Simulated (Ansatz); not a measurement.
**SiS2 (Ibam): exact exchange against the cheap answer**

How far do hybrid functionals move SiS2 (Ibam) from its cheap description, and at what price?

Computed with Ansatz 0.2.0 (DFT at several levels, plane waves, PAW, unless a step's input says otherwise).

1 further run of the same task is left out (set aside as unsound or not needed). Runs told in other sessions of the task aren't counted.

**1. The starting structure**

It takes space group Ibam (No. 72, orthorhombic). Conventional cell: a = 5.536 Å, b = 9.762 Å, c = 5.543 Å, α = 90.00°, β = 90.00°, γ = 90.00°. Si (site symmetry 222) is surrounded by 4 S at 2.14 Å. S (site symmetry m) has 2 Si at 2.14 Å in its first shell of neighbours.

Structure file:

```cif
data_structure
_symmetry_space_group_name_H-M 'P 1'
_symmetry_Int_Tables_number 1
_cell_length_a 6.2584
_cell_length_b 6.2584
_cell_length_c 6.2584
_cell_angle_alpha 127.501
_cell_angle_beta 77.493
_cell_angle_gamma 127.430
_cell_volume 149.78
loop_
_atom_site_label
_atom_site_type_symbol
_atom_site_fract_x
_atom_site_fract_y
_atom_site_fract_z
_atom_site_occupancy
Si1 Si 0.75000 0.75000 0.00000 1
Si2 Si 0.25000 0.25000 0.00000 1
S1 S 0.88268 0.78935 0.67203 1
S2 S 0.11732 0.21065 0.32797 1
S3 S 0.38268 0.71065 0.09334 1
S4 S 0.61732 0.28935 0.90666 1
```

An earlier run on this cell at PBE gave 1.35 GPa at 24.963 Å³/atom (6×6×6 mesh), gap on the mesh 2.78 eV.

The cell stays fixed from here on.

Levels to run, all on a 4×4×4 mesh: PBE; PBE0 form (fraction 1/ε∞); HSE06 form (fraction 0.15, screening 0.5 Å⁻¹); PBE0. Hardware: 4 threads of Arm Neoverse V1, shared host.

**2. PBE**

File input.yaml:

```yaml
crystal:
  lattice:
    - [-2.7679656562, 4.8810386948, 2.7714513474]
    - [2.7679656562, -4.8810386948, 2.7714513474]
    - [2.7679656562, 4.8810386948, -2.7714513474]
  atoms:
    - { symbol: Si, position: [0.75, 0.75, 0.0] }
    - { symbol: Si, position: [0.25, 0.25, 0.0] }
    - { symbol: S, position: [0.8826845766, 0.7893462369, 0.6720308135] }
    - { symbol: S, position: [0.1173154234, 0.2106537631, 0.3279691865] }
    - { symbol: S, position: [0.3826845766, 0.7106537631, 0.0933383396] }
    - { symbol: S, position: [0.6173154234, 0.2893462369, 0.9066616604] }
basis:
  ecutwfc: 420
  ecutrho_ratio: 4
kpoints:
  mp_grid: { grid: [4, 4, 4] }
hamiltonian:
  xc: pbe
scf:
  occupations: { method: gaussian, width: 0.05 }
output:
  forces: true
  stress: true
  eigenvalues: true
  populations: true
  write_density: true
  write_potential: true
  elf: true
  volumetric_format: npy
```

On the command line:

```console
> ansatz run input.yaml --threads 4 --pin off --max-ram 8192MiB --backend cpu --events-out ev --progress --plain --runs-dir out
```

Further steps of the session: PBE0 form (fraction 1/ε∞); HSE06 form (fraction 0.15, screening 0.5 Å⁻¹); PBE0.

Q: Predict the outcome of this session. Wanted: for each run, exact exchange; change of gap; pressure.

As calculated:

| level | exact exchange | gap on the mesh (eV) | change of gap (eV) | pressure (GPa) | wall time | CPU time |
| --- | --- | --- | --- | --- | --- | --- |
| PBE | 0.00 | 2.77 | 0 | 1.3 | 1.5 s | 5.3 s |
| PBE0 form (fraction 1/ε∞) | 0.25 | 4.63 | +1.85 | -0.5 | 67 s | 4.1 min |
| HSE06 form (fraction 0.15, screening 0.5 Å⁻¹) | 0.15 | 3.10 | +0.32 | 0.6 | 37 s | 2.3 min |
| PBE0 | 0.25 | 4.65 | +1.87 | -0.5 | 37 s | 2.3 min |

Changes count from PBE. Times are on 4 threads of Arm Neoverse V1, shared host; the hybrid runs also made densities of states.

Against 2.77 eV at PBE, the runs with exact exchange give 3.10 (HSE06 form (fraction 0.15, screening 0.5 Å⁻¹)) to 4.65 eV (PBE0). The pressure spans -0.5 to 1.3 GPa, negative where a level wants a smaller cell on this coarse mesh, whose own error is in all of them. The median run with exact exchange took 26 times the CPU time of the cheap one. Gaps are over this coarse mesh alone, and total energies of different levels can't be compared. The program warned that the SCF threshold is loose for the stress of this hybrid run. No dispersion term is included, so distances between weakly bound layers or units are the least certain numbers.
